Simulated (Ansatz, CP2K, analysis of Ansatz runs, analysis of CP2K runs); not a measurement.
# Levels of V_Cl in LiCl (Fm-3m), rung by rung (CP2K and Ansatz), part 3 of 3

Question: at which Fermi levels does V_Cl in LiCl (Fm-3m) change its charge, and how much of the answer depends on the basis, the k-points, the functional and the program? The model is a cell of 64 host atoms with 1 Cl taken out.

CP2K and Ansatz ; CP2K Gaussian and plane waves DFT, PBEsol, SR-DZVP basis, GTH potentials; charged supercells in a uniform background, point-charge correction with alignment at far sites.

So far. Step 6 (CP2K, HSE06, UZH-DZVP, ADMM, with orbitals at the …): Against the first level the gap goes from 6.28 to 7.85 eV, and the level that moves most, (+1/0), from 4.27 to 5.36 eV; counted from the conduction bottom it moves by 0.48 eV, so it follows the conduction band more closely, by this count alone (no common zero is set between the two levels of method).

## 8. Ansatz, plane waves, PBEsol, k = ¼

To see what the orbital basis costs in accuracy, the cells go to a plane-wave program with the same functional and are relaxed once more there. Basis and potentials change, and the atoms may shift. The sampling changes too, from the zone centre alone to one point at (¼, ¼, ¼).

The input, input.yaml:

```yaml
crystal:
  lattice:
    - [10.1294427933, 0.0, 0.0]
    - [0.0, 10.1294427933, 0.0]
    - [0.0, 0.0, 10.1294427933]
  atoms:
    - { symbol: Li, position: [0.0012830913, 0.0005966765, 2.3693e-06] }
    - { symbol: Li, position: [0.0017848958, 0.2519692398, 0.2510628721] }
[... 9 atom lines left out ...]
    - { symbol: Li, position: [0.2493432316, 0.277795537, 0.499011555] }
[... 6 atom lines left out ...]
    - { symbol: Li, position: [0.2495071103, 0.4991558868, 0.2831023442] }
[... 5 atom lines left out ...]
    - { symbol: Li, position: [0.0275071399, 0.4987730424, 0.5002069811] }
[... 1 atom line left out ...]
    - { symbol: Li, position: [0.2491418385, 0.4983047047, 0.7171955208] }
    - { symbol: Li, position: [0.2491715538, 0.716760255, 0.4992475009] }
[... 27 atom lines left out ...]
    - { symbol: Li, position: [0.4689475124, 0.4991184711, 0.4995790098] }
[... 6 atom lines left out ...]
    - { symbol: Cl, position: [0.750124183, 0.7510661895, 0.7507893726] }
total_charge: -1
basis:
  ecutwfc: 420
  xc_grid: 2
hamiltonian:
  xc: pbesol
  pseudopotentials: { kind: paw, azcp: { folder: soft_1 }, xc_functional: pbe }
kpoints:
  mp_grid: { grid: [1, 1, 1], shift: [0.25, 0.25, 0.25] }
scf:
  occupations: { method: fermi_dirac, width: 0.01 }
  max_iter: 200
output:
  forces: true
  eigenvalues: unsolved
  write_density: true
  write_potential: true
  volumetric_format: npy
relax:
  f_tol: 0.04
  max_steps: 70
```

On the command line:

```
$ ansatz run input.yaml --threads 1 --pin off --max-ram 2590MiB --backend cpu --events-out ev --progress --plain --runs-dir out
```

Run time: 1.8 min. Hardware: 1 thread of Arm Neoverse V1, shared host; peak memory 1.4 GiB.

```
charge  moment (μB)    outcome  structures computed  largest displacement of a host atom from its site (Å)  lowest empty less highest filled level (eV)     time
    −1            0  converged                    3                                                   0.35                                         2.31  1.8 min
     0            1  converged                    2                                                   0.06                                         1.25  2.6 min
    +1            0  converged                    2                                                   0.23                                         5.47     91 s
```

The new relaxations moved atoms by at most 0.06 Å, small against the displacements around the defect.

By state, in eV; the first energy still holds the atoms taken out or put in:

```
charge  moment (μB)  energy over the host, electrons at the valence top  point-charge term  potential shift at far sites  its spread  correction
    −1            0                                             1069.88              0.216                        -0.180       0.034       0.396
     0            1                                             1065.33              0.000                             -           -       0.000
    +1            0                                             1060.94              0.216                        -0.202       0.029       0.014
```

Against the first level the gap goes from 6.28 to 6.35 eV, and the level that moves most, (+1/0), from 4.27 to 4.38 eV; below the conduction bottom it goes from 2.01 to 1.97 eV. More than one choice changed at once.

## 9. Side by side

Gap and levels in eV, each above its own valence top, and the processor time of the defect runs (shared machines):

```
                                             level of method   gap  (+1/0)  (0/−1)           runs  core time
      CP2K, PBEsol, SR-DZVP, with orbitals at the vacancy, Γ  6.28    4.27    4.85    relaxations     45 min
CP2K, HSE06, UZH-DZVP, ADMM, with orbitals at the vacancy, Γ  7.85    5.36    5.86  single points     56 min
                              Ansatz, plane waves, PBEsol, Γ  6.35    4.31    4.87    relaxations    2.6 min
                          Ansatz, plane waves, PBEsol, k = ¼  6.35    4.38    4.94    relaxations      6 min
```

Formation energies in eV with the Fermi level at the valence top and the elements as references, each run at its own level:

```
                                             level of method     +1     0     −1
      CP2K, PBEsol, SR-DZVP, with orbitals at the vacancy, Γ   0.37  4.65   9.50
CP2K, HSE06, UZH-DZVP, ADMM, with orbitals at the vacancy, Γ  -0.44  4.93  10.78
                              Ansatz, plane waves, PBEsol, Γ   0.17  4.49   9.35
                          Ansatz, plane waves, PBEsol, k = ¼   0.25  4.62   9.56
```

## 10. Outcome

- gap of the host (CP2K, PBEsol): 6.28 eV
- largest difference in a level, orbitals against plane waves: 0.04 eV
- difference in the gap, orbitals less plane waves: -0.07 eV
- formation energy, orbitals less plane waves: 0.14 to 0.20 eV
- gap with HSE06: 7.85 eV
- level (plus 1/0), CP2K, PBEsol, SR-DZVP, with orbitals at the vacancy, Γ: 4.27 eV above the valence top
- level (0/minus 1), CP2K, PBEsol, SR-DZVP, with orbitals at the vacancy, Γ: 4.85 eV above the valence top
- level (plus 1/0), CP2K, HSE06, UZH-DZVP, ADMM, with orbitals at the vacancy, Γ: 5.36 eV above the valence top
- level (0/minus 1), CP2K, HSE06, UZH-DZVP, ADMM, with orbitals at the vacancy, Γ: 5.86 eV above the valence top

At the level trusted most (CP2K, HSE06, UZH-DZVP, ADMM, with orbitals at the vacancy, Γ) the charge changes at 5.36 eV (+1/0) and 5.86 eV (0/−1) above the valence top, in a gap of 7.85 eV. Orbitals and plane waves agree on the levels within 0.04 eV ((+1/0) differs most) and on the gap within 0.07 eV, so the orbital basis serves for these levels. The orbital relaxations took 17.0 times the core time of the plane-wave ones, which started from relaxed structures. Formation energies differ by 0.14 to 0.20 eV, more than the levels do; unlike the levels they hold the errors of basis and potentials for the reference phases and for the atoms added or removed. HSE06, with its own basis and potentials, opens the gap by 1.57 eV, and the levels move by 1.00 to 1.09 eV against the valence top; a relaxation under the hybrid, not done here, would move them further. In plane waves, moving from the zone centre alone to one point at (¼, ¼, ¼) shifts the levels by up to 0.07 eV. CP2K warns that the screened exchange reaches further than half the cell and that total energies may suffer; neither this nor the small auxiliary basis was tested against a larger cell or plane waves, so the hybrid's gap and levels are rough. The formation energy turns negative for some Fermi levels (Li-rich), which would push the Fermi level away from there. Only the charges −1, 0 and +1 were placed; others may be stable too. With its standard share of exact exchange, a screened hybrid still makes the gap of so wide-gap an insulator too small, which bears on the distance of the levels from both edges. Keep in mind: sampling at the zone centre alone can move energies of charged and open-shell states by tenths of an eV or more in cells of this size; where a gas molecule sets a chemical potential or the host's formation energy, its binding is uncorrected.

[Logs are printed without paths, hosts, clocks, repeated set-up lines and the standing remarks that a program may print on its own settings, such as how far it seeks lower states.]

[Hosts, paths, dates, database ids (printed as entryN), source tags and the programs' standing remarks are cut or masked in the printed files.]

[For some hosts the program warned that the k-mesh of the response run may be too coarse for force constants and the static dielectric constant; such warnings are not shown here.]

[Charge tables in the logs are Mulliken or Hirshfeld populations, whose sizes and signs can differ; where basis functions stand at a vacancy, SIESTA counts their charge against the missing atom's valence.]

[In relaxation paths of CP2K, step 0 can be the structure after the first move, since the trajectory file begins there, and the last row can be the final structure solved once more.]
